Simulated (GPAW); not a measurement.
Runs of GPAW 26.7.0 on CsSnI3. Symmetry: Pm-3m, No. 221, cubic system. Conventional cell: a = 6.206 Å, b = 6.206 Å, c = 6.206 Å, α = 90.00°, β = 90.00°, γ = 90.00°. Around Cs (site symmetry m-3m) lie 12 I at 4.39 Å. I (site symmetry 4/mmm) is surrounded by 2 Sn at 3.10 Å. Sn (site symmetry m-3m) is surrounded by 6 I at 3.10 Å. 

```csv
task,level,potentials or basis,cell,k mesh,cutoff (eV),smearing,maxiter,convergence,optimizer,fmax,max steps,gap on the mesh (eV),pressure (GPa)
single point,LDA,"the program's PAW data sets (release 1.2.1) made for this functional, pw",as given,4 × 4 × 4,450,fermi-dirac 0.05 eV,120,default,-,-,-,0.27,(a)
relaxation of cell and atoms,PBEsol,"PAW data sets generated in the run's folder for this functional, pw",relaxed,4 × 4 × 4,600,fermi-dirac 0.05 eV,150,density=1e-05 forces=0.0001,BFGS,0.02 eV/Å,60,0.12,0.0
relaxation of cell and atoms,PBEsol,"PAW data sets generated in the run's folder for this functional, pw",relaxed to 20 GPa,4 × 4 × 4,600,fermi-dirac 0.05 eV,150,density=1e-05 forces=0.0001,BFGS,0.02 eV/Å,60,none,20.0
relaxation of cell and atoms,PBEsol,"PAW data sets generated in the run's folder for this functional, pw",relaxed to 10 GPa,4 × 4 × 4,600,fermi-dirac 0.05 eV,150,density=1e-05 forces=0.0001,BFGS,0.02 eV/Å,60,none,10.0
relaxation of cell and atoms,PBEsol,"PAW data sets generated in the run's folder for this functional, pw",relaxed to 5 GPa,4 × 4 × 4,600,fermi-dirac 0.05 eV,150,density=1e-05 forces=0.0001,BFGS,0.02 eV/Å,60,none,5.0
dielectric tensor,LDA,"the program's PAW data sets (release 1.2.1) made for this functional, pw",as given,4 × 4 × 4,450,fermi-dirac 0.001 eV,150,-,-,-,-,0.27,-
relaxation of cell and atoms,PBEsol,"PAW data sets generated in the run's folder for this functional, pw",relaxed to 2 GPa,4 × 4 × 4,600,fermi-dirac 0.05 eV,150,density=1e-05 forces=0.0001,BFGS,0.02 eV/Å,60,none,2.0
relaxation of cell and atoms,PBEsol,"PAW data sets generated in the run's folder for this functional, pw",relaxed to 30 GPa,4 × 4 × 4,600,fermi-dirac 0.05 eV,150,density=1e-05 forces=0.0001,BFGS,0.02 eV/Å,60,none,30.0
```

Alike in all rows: no spin polarisation.

**Question.** Fill in the values left out.

**Answer.** (a) -1.5.

Caveats: later steps reuse the first step's grids (some runs); spin-orbit coupling is left out, which moves the levels of the heavy elements (some runs); the cell was measured hot, at 500 K (some runs); the cutoff is short for stress and forces, so pressures can be off by a GPa or more (some runs); the dielectric constant isn't converged in the k mesh (some runs); the gap is small at this level, which inflates the dielectric constant (some runs).

A k mesh can miss the band edges, and the runs leave out spin-orbit coupling on Cs, I, Sn.

A gap of «none» marks a metal or a gap under the smearing width.
